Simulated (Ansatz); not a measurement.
## SnO₂: input, output and frames of a trajectory

The calculation used Ansatz, DFT PBE+D3(BJ), scalar-relativistic, plane waves, PAW. Settings: plane waves to 420 eV, k-mesh 3×3×2 (shifted by 0.0, 0.0, 0.5 steps), Fermi–Dirac smearing 0.026 eV. The mesh is coarse. No spin polarisation.

24 atoms, starting at 1.00 times the perfect crystal's volume (space group R-3m); Langevin thermostat at 300 K (friction 0.02 fs⁻¹), fixed cell; 36 steps of 2 fs. The run is short and not equilibrated.

The calculation finished and met its thresholds.

The run took 13 min on 4 threads of Intel(R) Xeon(R) Processor @ 2.50GHz (Skylake/Cascade Lake), with other jobs on the host, peak memory 1.3 GiB.

Command:
```bash
ansatz run input.yaml --threads 4 --pin off --max-ram 9216MiB --backend cpu --events-out ev --progress --plain --runs-dir out
```

Input:
```yaml
crystal:
  lattice:
    - [-6.47507476, 0.0, 0.0]
    - [-3.23753738, 5.6075792336, 0.0]
    - [-3.23753738, 1.8691930778, -8.5860472696]
  atoms:
    - { symbol: Sn, position: [0.9323930596, 0.9323930596, 0.2028208211] }
    - { symbol: Sn, position: [0.4323930596, 0.4323930596, 0.7028208211] }
    - { symbol: Sn, position: [0.9323931823, 0.4323949152, 0.7028187203] }
    - { symbol: Sn, position: [0.4323931823, 0.9323949152, 0.2028187203] }
    - { symbol: Sn, position: [0.9323931823, 0.9323931823, 0.7028187203] }
    - { symbol: Sn, position: [0.4323931823, 0.4323931823, 0.2028187203] }
    - { symbol: Sn, position: [0.4323949152, 0.9323931823, 0.7028187203] }
    - { symbol: Sn, position: [0.9323949152, 0.4323931823, 0.2028187203] }
    - { symbol: O, position: [0.0605854056, 0.5605874446, 0.8182397052] }
    - { symbol: O, position: [0.5605854056, 0.0605874446, 0.3182397052] }
    - { symbol: O, position: [0.5605874446, 0.5605874446, 0.8182397052] }
    - { symbol: O, position: [0.0605874446, 0.0605874446, 0.3182397052] }
    - { symbol: O, position: [0.5605874446, 0.0605854056, 0.8182397052] }
    - { symbol: O, position: [0.0605874446, 0.5605854056, 0.3182397052] }
    - { symbol: O, position: [0.8042008893, 0.8042008893, 0.5873973322] }
    - { symbol: O, position: [0.3042008893, 0.3042008893, 0.0873973322] }
    - { symbol: O, position: [0.5605872454, 0.5605872454, 0.3182382637] }
    - { symbol: O, position: [0.0605872454, 0.0605872454, 0.8182382637] }
    - { symbol: O, position: [0.8042009475, 0.3041983361, 0.0873997688] }
    - { symbol: O, position: [0.3042009475, 0.8041983361, 0.5873997688] }
    - { symbol: O, position: [0.8042009475, 0.8042009475, 0.0873997688] }
    - { symbol: O, position: [0.3042009475, 0.3042009475, 0.5873997688] }
    - { symbol: O, position: [0.3041983361, 0.8042009475, 0.0873997688] }
    - { symbol: O, position: [0.8041983361, 0.3042009475, 0.5873997688] }
basis:
  ecutwfc: 420
kpoints:
  mp_grid: { grid: [3, 3, 2], shift: [0.0, 0.0, 0.5] }
hamiltonian:
  xc: pbe
  dispersion: d3bj
scf:
  occupations: { method: fermi_dirac, width: 0.0259 }
  lower_state_search: "off"
  convergence: { dr2_threshold: 1.0e-07 }
output:
  forces: true
  stress: true
md:
  timestep: 2.0
  n_steps: 36
  ensemble: nvt_langevin
  temperature: 300.0
  initial_velocities: maxwell_boltzmann
  seed: 94003
  friction: 0.02
```

Output (its end):
```
...
  E_kinetic    = 4315.079850
  E_local      = -13235.789521  (includes V_loc(G=0)·N_el)
  E_nonlocal   = 532.709337
  E_hartree    = 6729.156911
  E_xc         = -4219.662449
  E_vxc        = -2254.480698  (∫ρ·V_xc dr)
  E_paw        = -35701.913478  (= ΣΔE_a)
  E_vpaw       = -3540.820349  (= ΣTr[D̂ρ^β])
  E_aug_tail   = 0.038675  (compensation charges beyond the density's cutoff)
  E_ewald      = -15686.924091
  E_disp       = -4.823271  (pairwise vdW)
  E_smearing   = -0.000000  (= −TS)
  E_closure    = 0.000000  (closes the sum)
  Σ components = -57272.128035   (vs F -57272.128035, Δ=0.00e0)
--- Forces (eV/Å), atoms counted from 1 ---
  atom   1  Sn     0.79360449     0.82699736     0.41120329
  atom   2  Sn    -0.11812001    -0.60501800    -0.55111676
  atom   3  Sn     1.17101111    -0.18223206     0.60033095
  atom   4  Sn     0.86270433     0.20001231    -0.28141695
  atom   5  Sn     0.38316034     0.62492214    -0.54153233
  atom   6  Sn    -0.58775580     0.08911074     0.14881367
  atom   7  Sn    -0.03553756    -1.20977093     0.02247988
  atom   8  Sn     0.08352904     0.16257798     0.11910744
  atom   9  O     -1.31615997    -0.02280019     0.15512188
  atom  10  O     -0.30596735    -0.76063749     0.05526489
  atom  11  O      0.35965984     0.52895814    -0.61284429
  atom  12  O     -0.94906434     0.20047939    -0.07749676
  atom  13  O     -0.66067831     0.32095361    -0.37444690
  atom  14  O     -0.36147640    -0.24500476    -0.80122953
  atom  15  O      0.44072309    -0.31508736    -0.31293223
  atom  16  O     -0.31913818    -0.99419284     0.45366274
  atom  17  O      0.14893154     0.71417731    -0.46230679
  atom  18  O     -0.27924869    -0.74979997     0.54120512
  atom  19  O      0.12064627    -0.45436618     0.57229965
  atom  20  O     -0.67550414     0.60477281     0.11425050
  atom  21  O      0.11448385    -0.13333657     0.07198845
  atom  22  O      0.72781935     0.79834034     0.46688092
  atom  23  O      0.06508744     0.50404304     0.19297145
  atom  24  O      0.33723180     0.09688897     0.08972023
  max |Σ_I F_I| component: 5.83e-5 eV/Å
--- Stress (GPa, compression-positive) ---
        1.853220      -0.174695       1.854622
       -0.174695       1.681331       0.197950
        1.854622       0.197950       1.372584
  P = ⅓ Tr σ = 1.6357 GPa (16.357 kbar)
--- MD trajectory: 36 steps, t = 0.0 → 72.0 fs ---
  final state: T = 232.0 K   F+E_penalty+E_count = -57272.12803542 eV   E_kin = 0.719795 eV
```

Frames along the run (Å, eV/Å; dE is the potential energy from the first frame):

```xyz
24
Lattice="-6.475 0.000 0.000 -3.238 5.608 0.000 -3.238 1.869 -8.586" Properties=species:S:1:pos:R:3:forces:R:3 pbc="T T T" time_fs=0.00 dE_eV=0.0000 T_K=288
Sn   -9.713    5.608   -1.741    0.000    0.000    0.000
Sn   -6.475    3.738   -6.034    0.000    0.000    0.000
Sn   -9.713    3.738   -6.034    0.000    0.000    0.000
Sn   -6.475    5.608   -1.741    0.000    0.000    0.000
Sn  -11.331    6.542   -6.034    0.000    0.000    0.000
Sn   -4.856    2.804   -1.741    0.000    0.000    0.000
Sn   -8.094    6.542   -6.034    0.000    0.000    0.000
Sn   -8.094    2.804   -1.741    0.000    0.000    0.000
O    -4.856    4.673   -7.025    0.000    0.000   -0.001
O    -4.856    0.935   -2.732    0.000    0.000   -0.001
O    -8.094    4.673   -7.025    0.000    0.000   -0.001
O    -1.619    0.935   -2.732    0.000    0.000   -0.001
O    -6.475    1.869   -7.025    0.000    0.000   -0.001
O    -3.238    3.738   -2.732    0.000    0.000   -0.001
O    -9.713    5.608   -5.043    0.000    0.000    0.001
O    -3.238    1.869   -0.750    0.000    0.000    0.001
O    -6.475    3.738   -2.732    0.000    0.000   -0.001
O    -3.238    1.869   -7.025    0.000    0.000   -0.001
O    -6.475    1.869   -0.750    0.000    0.000    0.001
O    -6.475    5.608   -5.043    0.000    0.000    0.001
O    -8.094    4.673   -0.750    0.000    0.000    0.001
O    -4.856    2.804   -5.043    0.000    0.000    0.001
O    -4.856    4.673   -0.750    0.000    0.000    0.001
O    -8.094    2.804   -5.043    0.000    0.000    0.001
24
Lattice="-6.475 0.000 0.000 -3.238 5.608 0.000 -3.238 1.869 -8.586" Properties=species:S:1:pos:R:3:forces:R:3 pbc="T T T" time_fs=8.00 dE_eV=0.2122 T_K=220
Sn   -9.703    5.614   -1.749   -0.415   -0.332   -0.136
Sn   -6.497    3.738   -6.023    0.232   -0.148   -0.430
Sn   -9.721    3.756   -6.026   -0.034   -0.188   -0.067
Sn   -6.492    5.602   -1.720    0.908   -0.152   -0.256
Sn  -11.348    6.540   -6.037    0.469    0.357    0.178
Sn   -4.830    2.794   -1.744   -0.458   -0.092   -0.337
Sn   -8.103    6.542   -6.031    0.391   -0.038   -0.090
Sn   -8.082    2.809   -1.757    0.085    0.067   -0.178
O    -4.872    4.705   -6.994    0.050   -0.386   -0.420
O    -4.867    0.881   -2.742    0.223    0.512    0.038
O    -8.131    4.655   -7.052    0.422    0.139    0.093
O    -1.608    0.982   -2.741   -0.156   -0.860    0.069
O    -6.452    1.841   -7.031   -0.405    0.408   -0.037
O    -3.221    3.704   -2.762   -0.084    0.403    0.103
O    -9.678    5.611   -5.086   -0.487    0.100    0.683
O    -3.215    1.878   -0.778   -0.229   -0.313    0.332
O    -6.471    3.738   -2.744    0.267    0.128    0.177
O    -3.242    1.876   -6.971   -0.008    0.015   -0.444
O    -6.489    1.874   -0.763    0.403   -0.119    0.102
O    -6.460    5.577   -5.063   -0.401    0.436    0.317
O    -8.079    4.657   -0.753   -0.229    0.134    0.203
O    -4.864    2.830   -5.057   -0.018   -0.263    0.163
O    -4.803    4.620   -0.757   -0.354    0.669   -0.052
O    -8.081    2.838   -5.039   -0.172   -0.476   -0.011
24
Lattice="-6.475 0.000 0.000 -3.238 5.608 0.000 -3.238 1.869 -8.586" Properties=species:S:1:pos:R:3:forces:R:3 pbc="T T T" time_fs=18.00 dE_eV=0.6079 T_K=167
Sn   -9.696    5.610   -1.759   -0.982   -0.297    0.122
Sn   -6.526    3.735   -6.018    0.526   -0.161   -0.604
Sn   -9.735    3.779   -6.007   -0.033   -0.648   -0.283
Sn   -6.508    5.594   -1.697    1.430   -0.546   -0.528
Sn  -11.357    6.538   -6.039    0.587    0.323    0.321
Sn   -4.806    2.779   -1.752   -0.724    0.230   -0.425
Sn   -8.107    6.530   -6.019    0.611    0.299   -0.416
Sn   -8.073    2.811   -1.773    0.085    0.188   -0.313
O    -4.889    4.713   -6.989    0.087   -0.508   -0.456
O    -4.901    0.825   -2.760    0.880    0.965    0.082
O    -8.148    4.607   -7.098    0.500    0.561    0.522
O    -1.600    1.008   -2.740   -0.250   -1.314    0.008
O    -6.480    1.820   -7.012   -0.051    0.566   -0.244
O    -3.223    3.722   -2.833   -0.006    0.051    0.764
O    -9.665    5.623   -5.106   -0.682   -0.027    1.089
O    -3.190    1.855   -0.793   -0.530   -0.057    0.352
O    -6.457    3.724   -2.746    0.331    0.449    0.230
O    -3.230    1.871   -6.903   -0.508    0.182   -0.992
O    -6.483    1.908   -0.763    0.560   -0.551    0.000
O    -6.454    5.569   -5.060   -0.687    0.354    0.421
O    -8.076    4.635   -0.730   -0.329    0.236    0.033
O    -4.880    2.857   -5.069   -0.074   -0.568    0.259
O    -4.757    4.603   -0.746   -0.568    0.709   -0.218
O    -8.092    2.840   -5.046   -0.172   -0.434    0.276
24
Lattice="-6.475 0.000 0.000 -3.238 5.608 0.000 -3.238 1.869 -8.586" Properties=species:S:1:pos:R:3:forces:R:3 pbc="T T T" time_fs=28.00 dE_eV=0.6221 T_K=190
Sn   -9.693    5.597   -1.769   -0.908    0.130    0.201
Sn   -6.549    3.725   -6.014    1.172    0.178   -0.576
Sn   -9.751    3.790   -5.991   -0.010   -0.818   -0.279
Sn   -6.509    5.586   -1.681    1.399   -0.517   -0.507
Sn  -11.352    6.531   -6.028    0.149    0.033    0.423
Sn   -4.786    2.773   -1.765   -0.950    0.408   -0.202
Sn   -8.101    6.516   -6.013    0.188    0.570   -0.415
Sn   -8.071    2.803   -1.791    0.272   -0.179   -0.230
O    -4.925    4.698   -7.024    0.448   -0.325    0.116
O    -4.894    0.813   -2.778    0.868    1.007    0.280
O    -8.126    4.577   -7.090   -0.134    0.933    0.532
O    -1.625    0.960   -2.750   -0.091   -0.565    0.250
O    -6.537    1.813   -7.001    0.754    0.344   -0.348
O    -3.232    3.751   -2.849    0.135   -0.448    0.827
O    -9.676    5.640   -5.044   -0.487   -0.340    0.397
O    -3.197    1.832   -0.758   -0.327    0.325   -0.111
O    -6.440    3.747   -2.738    0.164    0.112    0.203
O    -3.223    1.862   -6.877   -0.723    0.485   -1.046
O    -6.450    1.911   -0.765    0.189   -0.552   -0.274
O    -6.472    5.591   -5.046   -0.473   -0.062    0.295
O    -8.085    4.618   -0.734   -0.344    0.182   -0.011
O    -4.905    2.861   -5.056    0.112   -0.607    0.085
O    -4.752    4.637   -0.735   -0.542    0.162   -0.267
O    -8.066    2.838   -5.045   -0.861   -0.457    0.656
24
Lattice="-6.475 0.000 0.000 -3.238 5.608 0.000 -3.238 1.869 -8.586" Properties=species:S:1:pos:R:3:forces:R:3 pbc="T T T" time_fs=36.00 dE_eV=0.4511 T_K=225
Sn   -9.692    5.583   -1.775   -0.578    0.555    0.098
Sn   -6.560    3.719   -6.011    1.287    0.281   -0.120
Sn   -9.764    3.789   -5.981   -0.001   -0.933   -0.250
Sn   -6.505    5.574   -1.674    1.277   -0.017   -0.181
Sn  -11.344    6.520   -6.020   -0.528    0.146    0.263
Sn   -4.773    2.770   -1.781   -1.054    0.396   -0.021
Sn   -8.112    6.514   -6.021    0.264    0.831   -0.258
Sn   -8.067    2.797   -1.802    0.268   -0.663   -0.077
O    -4.930    4.665   -7.064    0.509    0.027    0.696
O    -4.846    0.846   -2.769    0.282    0.542    0.226
O    -8.109    4.608   -7.041   -0.643    0.794    0.166
O    -1.653    0.894   -2.745    0.221    0.235    0.277
O    -6.553    1.838   -7.024    0.725    0.028   -0.004
O    -3.241    3.749   -2.818    0.367   -0.429    0.311
O    -9.707    5.659   -4.990   -0.258   -0.432   -0.220
O    -3.208    1.846   -0.745    0.010    0.210   -0.222
O    -6.443    3.770   -2.712    0.109   -0.334   -0.158
O    -3.223    1.860   -6.902   -0.636    0.514   -0.718
O    -6.401    1.887   -0.802   -0.380   -0.375   -0.099
O    -6.504    5.621   -5.032   -0.002   -0.449    0.035
O    -8.099    4.612   -0.749   -0.268    0.126    0.110
O    -4.907    2.854   -5.028   -0.062   -0.474   -0.157
O    -4.767    4.657   -0.741   -0.439   -0.150   -0.071
O    -8.100    2.842   -5.018   -0.470   -0.429    0.373
24
Lattice="-6.475 0.000 0.000 -3.238 5.608 0.000 -3.238 1.869 -8.586" Properties=species:S:1:pos:R:3:forces:R:3 pbc="T T T" time_fs=44.00 dE_eV=0.4389 T_K=236
Sn   -9.699    5.570   -1.779   -0.201    0.850    0.000
Sn   -6.560    3.717   -6.004    0.904    0.320    0.085
Sn   -9.776    3.785   -5.975    0.102   -0.845   -0.128
Sn   -6.500    5.559   -1.671    0.954    0.518   -0.052
Sn  -11.339    6.509   -6.014   -0.982    0.579    0.064
Sn   -4.770    2.773   -1.799   -1.015    0.332    0.105
Sn   -8.124    6.521   -6.029    0.460    1.120    0.019
Sn   -8.059    2.787   -1.805    0.263   -0.750    0.128
O    -4.908    4.647   -7.074    0.246    0.198    0.843
O    -4.789    0.891   -2.748   -0.388    0.019   -0.115
O    -8.115    4.676   -6.985   -0.632    0.029   -0.297
O    -1.670    0.860   -2.720    0.595    0.587   -0.087
O    -6.530    1.851   -7.046    0.223   -0.003    0.369
O    -3.217    3.744   -2.781    0.178   -0.298   -0.114
O    -9.737    5.679   -4.955   -0.111   -0.515   -0.473
O    -3.210    1.837   -0.768    0.172    0.532    0.147
O    -6.459    3.797   -2.721    0.173   -0.909   -0.250
O    -3.222    1.887   -6.939   -0.481    0.140   -0.299
O    -6.370    1.848   -0.840   -0.732    0.100    0.176
O    -6.532    5.631   -5.020    0.446   -0.462   -0.222
O    -8.103    4.633   -0.763   -0.333   -0.258    0.288
O    -4.917    2.835   -5.007   -0.089   -0.234   -0.257
O    -4.816    4.679   -0.745    0.096   -0.601    0.028
O    -8.148    2.850   -5.001    0.152   -0.451    0.044
24
Lattice="-6.475 0.000 0.000 -3.238 5.608 0.000 -3.238 1.869 -8.586" Properties=species:S:1:pos:R:3:forces:R:3 pbc="T T T" time_fs=54.00 dE_eV=0.6662 T_K=182
Sn   -9.707    5.555   -1.783   -0.022    0.920    0.091
Sn   -6.557    3.721   -5.988    0.567    0.004    0.187
Sn   -9.791    3.775   -5.973    0.343   -0.647    0.198
Sn   -6.498    5.558   -1.677    0.749    0.566    0.197
Sn  -11.344    6.499   -6.009   -0.904    0.980   -0.104
Sn   -4.767    2.770   -1.814   -1.137    0.359    0.348
Sn   -8.130    6.543   -6.038    0.610    0.883    0.443
Sn   -8.055    2.773   -1.808    0.689   -0.378    0.320
O    -4.841    4.628   -7.059   -0.579    0.407    0.627
O    -4.736    0.924   -2.746   -0.780   -0.343   -0.268
O    -8.120    4.714   -6.906   -0.454   -0.589   -1.010
O    -1.658    0.867   -2.717    0.546    0.222   -0.261
O    -6.469    1.836   -7.060   -0.713    0.389    0.538
O    -3.178    3.738   -2.741   -0.314   -0.111   -0.643
O    -9.766    5.681   -4.925    0.025   -0.419   -0.671
O    -3.164    1.870   -0.809   -0.317    0.213    0.723
O    -6.472    3.803   -2.734    0.236   -1.034   -0.151
O    -3.237    1.927   -6.997   -0.174   -0.456    0.257
O    -6.378    1.793   -0.863   -0.410    0.780    0.282
O    -6.532    5.620   -5.011    0.618   -0.183   -0.440
O    -8.124    4.654   -0.735    0.065   -0.359   -0.065
O    -4.941    2.788   -4.989    0.030    0.246   -0.189
O    -4.857    4.672   -0.727    0.412   -0.730   -0.273
O    -8.212    2.860   -4.991    0.914   -0.721   -0.139
24
Lattice="-6.475 0.000 0.000 -3.238 5.608 0.000 -3.238 1.869 -8.586" Properties=species:S:1:pos:R:3:forces:R:3 pbc="T T T" time_fs=64.00 dE_eV=0.7403 T_K=199
Sn   -9.715    5.549   -1.787    0.382    0.713    0.244
Sn   -6.551    3.728   -5.956    0.169   -0.342   -0.179
Sn   -9.810    3.770   -5.983    1.084   -0.633    0.727
Sn   -6.496    5.570   -1.678    0.793    0.233   -0.111
Sn  -11.357    6.509   -5.994   -0.326    0.966   -0.363
Sn   -4.773    2.767   -1.832   -0.940    0.490    0.421
Sn   -8.126    6.567   -6.039    0.414   -0.319    0.317
Sn   -8.041    2.756   -1.806    0.609    0.037    0.312
O    -4.772    4.639   -7.041   -1.589    0.631    0.082
O    -4.724    0.958   -2.771   -0.520   -0.828   -0.142
O    -8.135    4.681   -6.874   -0.052    0.037   -0.930
O    -1.602    0.861   -2.714   -0.308    0.015   -0.321
O    -6.454    1.850   -7.025   -1.021    0.450    0.076
O    -3.149    3.727   -2.727   -0.534    0.082   -0.870
O    -9.788    5.676   -4.937    0.383   -0.391   -0.449
O    -3.147    1.919   -0.809   -0.494   -0.539    0.717
O    -6.469    3.729   -2.741    0.246    0.111   -0.157
O    -3.259    1.946   -7.028   -0.103   -0.860    0.476
O    -6.396    1.804   -0.881   -0.067    0.374    0.582
O    -6.483    5.580   -5.012    0.039    0.355   -0.353
O    -8.116    4.677   -0.752    0.136   -0.320   -0.003
O    -4.975    2.759   -5.003    0.530    0.563    0.256
O    -4.872    4.624   -0.738    0.380   -0.270   -0.312
O    -8.230    2.825   -5.001    0.790   -0.555   -0.022
24
Lattice="-6.475 0.000 0.000 -3.238 5.608 0.000 -3.238 1.869 -8.586" Properties=species:S:1:pos:R:3:forces:R:3 pbc="T T T" time_fs=72.00 dE_eV=0.7299 T_K=232
Sn   -9.717    5.542   -1.793    0.794    0.827    0.411
Sn   -6.553    3.738   -5.928   -0.118   -0.605   -0.551
Sn   -9.828    3.756   -5.986    1.171   -0.182    0.600
Sn   -6.494    5.569   -1.679    0.863    0.200   -0.281
Sn  -11.370    6.526   -5.982    0.383    0.625   -0.542
Sn   -4.783    2.767   -1.842   -0.588    0.089    0.149
Sn   -8.121    6.579   -6.036   -0.036   -1.210    0.022
Sn   -8.031    2.747   -1.804    0.084    0.163    0.119
O    -4.789    4.694   -7.037   -1.316   -0.023    0.155
O    -4.740    0.947   -2.782   -0.306   -0.761    0.055
O    -8.165    4.638   -6.877    0.360    0.529   -0.613
O    -1.558    0.843   -2.736   -0.949    0.200   -0.077
O    -6.477    1.873   -6.976   -0.661    0.321   -0.374
O    -3.146    3.736   -2.743   -0.361   -0.245   -0.801
O    -9.781    5.655   -4.957    0.441   -0.315   -0.313
O    -3.157    1.944   -0.805   -0.319   -0.994    0.454
O    -6.463    3.685   -2.741    0.149    0.714   -0.462
O    -3.266    1.937   -7.044   -0.279   -0.750    0.541
O    -6.411    1.848   -0.868    0.121   -0.454    0.572
O    -6.441    5.564   -5.030   -0.676    0.605    0.114
O    -8.106    4.665   -0.766    0.114   -0.133    0.072
O    -4.976    2.744   -5.008    0.728    0.798    0.467
O    -4.852    4.565   -0.786    0.065    0.504    0.193
O    -8.213    2.766   -4.999    0.337    0.097    0.090
```